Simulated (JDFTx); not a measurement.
# GaN (Fm-3m) in JDFTx: equation of state

Aim: energy against volume of GaN in PBEsol, for its equilibrium volume and stiffness.

Everything below comes from runs of JDFTx 1.7.0 (patched build). Logs are shortened: lines on timing, memory, paths and dates and some standing lists are left out, and cuts for length are marked. The log counts tension as positive stress, the text compression.

## 1. The crystal as given

The structure is cubic, space group Fm-3m (No. 225). The conventional cell has a = 4.270 Å, b = 4.270 Å, c = 4.270 Å, α = 90.00°, β = 90.00°, γ = 90.00°. Around Ga (site symmetry m-3m) lie 6 N at 2.14 Å. N (site symmetry m-3m) has 6 Ga at 2.14 Å as nearest neighbours.

Measurements of this composition are mostly on another form, of space group No. 186.

## 2. Equation of state, PBEsol, 9.15 Å³/atom (volume scaled by 0.94)

The input, GaN.in:

```
lattice \
    0.0000000000     3.9526391192     3.9526391192 \
    3.9526391192     0.0000000000     3.9526391192 \
    3.9526391192     3.9526391192     0.0000000000
coords-type Lattice
ion Ga     0.0000000000     0.0000000000     0.0000000000 1
ion N      0.5000000000     0.5000000000     0.5000000000 1

ion-species pseudo/Ga.upf
ion-species pseudo/N.upf
elec-cutoff 42 336
elec-ex-corr gga-PBEsol
kpoint-folding 11 11 11
elec-smearing Fermi 0.0018374661
elec-n-bands 15
electronic-SCF nIterations 100 energyDiffThreshold 1e-09
electronic-minimize nIterations 30 energyDiffThreshold 1e-7
forces-output-coords Cartesian

dump-name run.$VAR
dump End Ecomponents EigStats BandEigs Kpoints Forces Stress ElecDensity Dtot KEdensity
```

Potentials or basis: PseudoDojo-SR-PBEsol-0.4.1-standard with smoothed tails.

On the command line:

```console
> jdftx -c 1 -i GaN.in -o GaN.out
```

Log:

```text
*************** JDFTx 1.7.0 (patched build) ***************

Input parsed successfully to the following command list (including defaults):
[... the input with its defaults ...]

---------- Setting up symmetries ----------

Found 48 point-group symmetries of the bravais lattice
Found 48 space-group symmetries with basis
Applied RMS atom displacement 0 bohrs to make symmetries exact.

---------- Initializing the Grid ----------
R =
[            0      3.95264      3.95264  ]
[      3.95264            0      3.95264  ]
[      3.95264      3.95264            0  ]
unit cell volume = 123.507
G =
[  -0.794809   0.794809   0.794809  ]
[   0.794809  -0.794809   0.794809  ]
[   0.794809   0.794809  -0.794809  ]
Minimum fftbox size, Smin = [  48  48  48  ]
Chosen fftbox size, S = [  48  48  48  ]

---------- Initializing tighter grid for wavefunction operations ----------
R =
[            0      3.95264      3.95264  ]
[      3.95264            0      3.95264  ]
[      3.95264      3.95264            0  ]
unit cell volume = 123.507
G =
[  -0.794809   0.794809   0.794809  ]
[   0.794809  -0.794809   0.794809  ]
[   0.794809   0.794809  -0.794809  ]
Minimum fftbox size, Smin = [  36  36  36  ]
Chosen fftbox size, S = [  36  36  36  ]

---------- Exchange Correlation functional ----------
Initalized PBEsol GGA exchange.
Initalized PBEsol GGA correlation.

---------- Setting up pseudopotentials ----------
Width of ionic core gaussian charges (only for fluid interactions / plotting) set to 0

Reading pseudopotential file 'pseudo/Ga.upf':
  'Ga' pseudopotential, 'PBESOL' functional
  Generated using ONCVPSP code by D. R. Hamann
  13 valence electrons, 3 orbitals, 6 projectors, 1001 radial grid points, with lMax = 2
    3D    l: 2   occupation: 10.0   eigenvalue: -0.704192
    4S    l: 0   occupation:  2.0   eigenvalue: -0.329374
    4P    l: 1   occupation:  1.0   eigenvalue: -0.094479
  Core radius for overlap checks: 1.84 bohrs.

Reading pseudopotential file 'pseudo/N.upf':
  'N' pseudopotential, 'PBESOL' functional
  Generated using ONCVPSP code by D. R. Hamann
  5 valence electrons, 2 orbitals, 4 projectors, 1001 radial grid points, with lMax = 1
    2S    l: 0   occupation:  2.0   eigenvalue: -0.678237
    2P    l: 1   occupation:  3.0   eigenvalue: -0.258576
  Core radius for overlap checks: 1.31 bohrs.

Initialized 2 species with 2 total atoms.

Folded 1 k-points by 11x11x11 to 1331 k-points.

---------- Setting up k-points, bands, fillings ----------
Reduced to 56 k-points under symmetry.
Computing the number of bands and number of electrons
Calculating initial fillings.
nElectrons:  18.000000   nBands: 15   nStates: 56

----- Setting up reduced wavefunction bases (one per k-point) -----
average nbasis = 1605.712 , ideal nbasis = 1605.682

---------- Setting up ewald sum ----------
Optimum gaussian width for ewald sums = 1.795220 bohr.
Real space sum over 1331 unit cells with max indices [  5  5  5  ]
Reciprocal space sum over 2197 terms with max indices [  6  6  6  ]

---------- Allocating electronic variables ----------
Initializing wave functions:  linear combination of atomic orbitals
Note: number of bands (15) exceeds available atomic orbitals (13)
Ga pseudo-atom occupations:   s ( 2 )  p ( 1 )  d ( 10 )
N pseudo-atom occupations:   s ( 2 )  p ( 3 )
	FillingsUpdate:  mu: +0.709044032  nElectrons: 18.000000
LCAOMinimize: Iter:   0  F: -76.9500898809308183  |grad|_K:  6.773e-03  alpha:  1.000e+00
	FillingsUpdate:  mu: +0.596900454  nElectrons: 18.000000
LCAOMinimize: Iter:   1  F: -77.0675001448174015  |grad|_K:  7.821e-04  alpha:  3.521e-01  linmin: -4.620e-01  cgtest:  9.544e-01
LCAOMinimize: Encountered beta<0, resetting CG.
[... 5 lines of inner loops ...]
LCAOMinimize: Iter:   4  F: -77.0690068020121828  |grad|_K:  5.177e-07  alpha:  3.806e-01  linmin:  1.006e-02  cgtest: -2.028e-02
	FillingsUpdate:  mu: +0.582634772  nElectrons: 18.000000
LCAOMinimize: Iter:   5  F: -77.0690068036470564  |grad|_K:  2.083e-08  alpha:  9.694e-01  linmin:  4.360e-04  cgtest:  2.958e-02
LCAOMinimize: Converged (|Delta F|<1.000000e-06 for 2 iters).

-------- Electronic minimization -----------
Will mix electronic density at each iteration.
	FillingsUpdate:  mu: +0.582634772  nElectrons: 18.000000
	FillingsUpdate:  mu: +0.569868867  nElectrons: 18.000000
SCF: Cycle:  0   F: -77.111093740338006   dF: -4.209e-02   |Residual|: 6.967e-02   |deigs|: 4.949e-01
	FillingsUpdate:  mu: +0.561584178  nElectrons: 18.000000
SCF: Cycle:  1   F: -77.114903942395117   dF: -3.810e-03   |Residual|: 1.397e-02   |deigs|: 1.606e-02
	FillingsUpdate:  mu: +0.561747965  nElectrons: 18.000000
SCF: Cycle:  2   F: -77.114964162866627   dF: -6.022e-05   |Residual|: 7.042e-03   |deigs|: 3.886e-03
	FillingsUpdate:  mu: +0.561693165  nElectrons: 18.000000
SCF: Cycle:  3   F: -77.114968690888787   dF: -4.528e-06   |Residual|: 1.234e-03   |deigs|: 1.349e-03
	FillingsUpdate:  mu: +0.561718812  nElectrons: 18.000000
SCF: Cycle:  4   F: -77.114969270049926   dF: -5.792e-07   |Residual|: 2.725e-04   |deigs|: 5.730e-04
	FillingsUpdate:  mu: +0.561747356  nElectrons: 18.000000
SCF: Cycle:  5   F: -77.114969363922995   dF: -9.387e-08   |Residual|: 1.102e-04   |deigs|: 4.202e-04
	FillingsUpdate:  mu: +0.561754593  nElectrons: 18.000000
SCF: Cycle:  6   F: -77.114969379511209   dF: -1.559e-08   |Residual|: 3.692e-05   |deigs|: 3.676e-04
	FillingsUpdate:  mu: +0.561757867  nElectrons: 18.000000
SCF: Cycle:  7   F: -77.114969383696192   dF: -4.185e-09   |Residual|: 6.285e-06   |deigs|: 3.563e-04
	FillingsUpdate:  mu: +0.561757542  nElectrons: 18.000000
SCF: Cycle:  8   F: -77.114969384729946   dF: -1.034e-09   |Residual|: 2.725e-06   |deigs|: 3.179e-04
	FillingsUpdate:  mu: +0.561757287  nElectrons: 18.000000
SCF: Cycle:  9   F: -77.114969385064953   dF: -3.350e-10   |Residual|: 1.096e-06   |deigs|: 2.792e-04
	FillingsUpdate:  mu: +0.561757388  nElectrons: 18.000000
SCF: Cycle: 10   F: -77.114969385149607   dF: -8.465e-11   |Residual|: 3.466e-07   |deigs|: 4.359e-04
SCF: Converged (|Delta E|<1.000000e-09 for 2 iters).

Setting wave functions to eigenvectors of Hamiltonian

# Stress tensor in Cartesian coordinates [Eh/a0^3]:
[ -0.000231491            0            0  ]
[            0 -0.000231491            0  ]
[            0            0 -0.000231491  ]

# Ionic positions in lattice coordinates:
ion Ga   0.000000000000000   0.000000000000000   0.000000000000000 1
ion N   0.500000000000000   0.500000000000000   0.500000000000000 1

# Forces in Cartesian coordinates:
force Ga   0.000000000000000  -0.000000000000000  -0.000000000000000 1
force N   0.000000000000000   0.000000000000000   0.000000000000000 1

# Energy components:
   Eewald =      -65.2177245577212545
       EH =       17.3426356546578937
     Eloc =      -45.8183568407049364
      Enl =      -39.4862855681750844
      Exc =      -23.8561108179217136
 Exc_core =        9.5836318145250523
       KE =       70.3372410395703440
-------------------------------------
     Etot =      -77.1149692757696954
       TS =        0.0000001093799075
-------------------------------------
        F =      -77.1149693851496068

IonicMinimize: Iter:   0  F: -77.114969385149607  |grad|_K:       -nan
IonicMinimize: None of the convergence criteria satisfied after 0 iterations.

#--- Lowdin population analysis ---
# oxidation-state Ga +0.845
# oxidation-state N -0.807

Dumping 'run.eigStats' ...
	eMin: -0.102961 at state 0 ( [ +0.000000 +0.000000 +0.000000 ] spin 0 )
	HOMO: +0.544448 at state 23 ( [ +0.000000 +0.181818 -0.181818 ] spin 0 )
	mu  : +0.561757
	LUMO: +0.576521 at state 34 ( [ +0.000000 +0.454545 +0.454545 ] spin 0 )
	eMax: +1.588521 at state 30 ( [ +0.000000 +0.363636 +0.363636 ] spin 0 )
	HOMO-LUMO gap: +0.032073
	Optical gap  : +0.115598 at state 0 ( [ +0.000000 +0.000000 +0.000000 ] spin 0 )
Done!
[note: mu as printed may lie anywhere between the filled and the empty levels]
```

It took 45 s on 1 thread of Intel Xeon 6975P-C (Granite Rapids), shared host; peak memory 0.1 GiB.

Results:

```yaml
Free_energy: -2098.4052 eV
Pressure: 6.8 GPa
Band_gap_on_the_k_mesh: 0.87 eV, indirect (least direct gap 3.15 eV)
Loewdin_charges: Ga +0.84; N -0.81 e
```

Caveat: an odd mesh through Γ misses points on the zone boundary, where band edges often lie.

## 3. Equation of state, PBEsol, 9.35 Å³/atom (volume scaled by 0.96)

Edit GaN.in of step 2 so:

```diff
@@ -1,5 +1,5 @@
 lattice \
-    0.0000000000     3.9526391192     3.9526391192 \
-    3.9526391192     0.0000000000     3.9526391192 \
-    3.9526391192     3.9526391192     0.0000000000
+    0.0000000000     3.9804755231     3.9804755231 \
+    3.9804755231     0.0000000000     3.9804755231 \
+    3.9804755231     3.9804755231     0.0000000000
 coords-type Lattice
```

Potentials or basis: PseudoDojo-SR-PBEsol-0.4.1-standard with smoothed tails.

On the command line:

```console
> jdftx -c 1 -i GaN.in -o GaN.out
```

Run time: 43 s. Hardware: 1 thread of Intel Xeon 6975P-C (Granite Rapids), shared host; peak memory 0.1 GiB.

Results (log left out):

```yaml
Free_energy: -2098.4153 eV
Pressure: 1.5 GPa
Band_gap_on_the_k_mesh: 0.74 eV, indirect (least direct gap 2.88 eV)
Loewdin_charges: Ga +0.84; N -0.80 e
```

Caveat: an odd mesh through Γ misses points on the zone boundary, where band edges often lie.

[end of part 1 of 2]
